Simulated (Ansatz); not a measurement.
## Straining BN

Level of theory: Ansatz 0.2.0, DFT PBE, scalar-relativistic, plane waves, PAW. Run with 420 eV cutoff, 12×12×4 k-mesh, Gaussian smearing of 0.02 eV, no spin polarisation.

The relaxed crystal:

```xyz
4
Lattice="2.5122 0.0000 0.0000 -1.2561 2.1756 0.0000 0.0000 0.0000 8.3432" Properties=species:S:1:pos:R:3 pbc="T T T"
B     0.0000    1.4504    2.0858
B     1.2561    0.7252    6.2574
N     0.0000    1.4504    6.2574
N     1.2561    0.7252    2.0858
```

Deformation: c alone is stretched, the rest of the cell is held and the atoms relax, all within the symmetry that the strain leaves. Energies are extrapolated to zero smearing. Gaps are Kohn–Sham gaps over the whole zone.

```
strain (%)  ΔE (meV/atom) a (Å) b (Å) c (Å) gap (eV)
      -6.0            0.6  2.512  2.512  7.843      4.51
      -4.0            0.3  2.512  2.512  8.009      4.49
      -2.0            0.1  2.512  2.512  8.176      4.44
      +0.0            0.0  2.512  2.512  8.343      4.40
      +2.0            0.0  2.512  2.512  8.510      4.36
      +4.0            0.0  2.512  2.512  8.677      4.32
      +6.0            0.0  2.512  2.512  8.844      4.29
```

(1) What stiffness (1/V) d²E/dε² at zero strain does a cubic fit over all points give?

(2) How fast does the gap move with strain on either side?

Answers

(1) A cubic fit gives (1/V) d²E/dε² = 2 GPa at zero strain (the elastic constant along c at held a and b).

(2) -22 meV per percent on the compressed side and -20 meV per percent on the stretched side; it is indirect at -2.0 %, indirect at zero and indirect at +2.0 %.